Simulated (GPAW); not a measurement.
Crystal: SiC.

```
Si C
1.0
     3.07569    0.00000    0.00000
    -1.53785    2.66363    0.00000
     0.00000    0.00000   10.07065
Si C
4 4
Direct
  0.00000 0.00000 0.18789
  0.00000 0.00000 0.68789
  0.33333 0.66667 0.43784
  0.66667 0.33333 0.93784
  0.00000 0.00000 0.00046
  0.00000 0.00000 0.50046
  0.33333 0.66667 0.24980
  0.66667 0.33333 0.74980
```

The cell is a database's computed one.

| Item | Value |
| --- | --- |
| Program | GPAW 26.7.0 |
| Task | relaxation of cell and atoms |
| Functional | BLYP |
| Dispersion | D3 |
| Potentials or basis | PAW data sets generated in the run's folder for this functional |
| Cutoff | 800 eV |
| Basis | pw |
| k mesh | 6 × 6 × 2 |
| Occupations | fermi-dirac, width 0.05 eV |
| Spin | no spin polarisation |

At the start: pressure 5.9 GPa; volume 10.31 Å³/atom.

Task: How do energy, volume and symmetry change on relaxing?

Result: Over 5 steps the energy falls by 5.5 meV/atom and the volume is 10.59 Å³/atom (+2.7 %); space group P6_3mc (No. 186, to 0.05 Å).

Step by step:
```
step  energy change (eV)  largest force (eV/Å)  pressure (GPa)  volume (Å³)
   1              0.0000                0.0273            5.87        82.50
   2             -0.0062                0.0139            5.41        82.67
   3             -0.0433                0.0680            0.20        84.66
   4             -0.0436                0.0386            0.03        84.74
   5             -0.0437                0.0052           -0.02        84.76
```

Final structure:
```
Si C
1.0
     3.10398    0.00000    0.00000
    -1.55199    2.68812    0.00000
     0.00000    0.00000   10.15781
Si C
4 4
Direct
  0.00000 0.00000 0.18794
  0.00000 0.00000 0.68794
  0.33333 0.66667 0.43789
  0.66667 0.33333 0.93789
  0.00000 0.00000 0.00036
  0.00000 0.00000 0.50036
  0.33333 0.66667 0.24981
  0.66667 0.33333 0.74981
```

Caveat: the k mesh is coarse; later steps reuse the first step's grids.
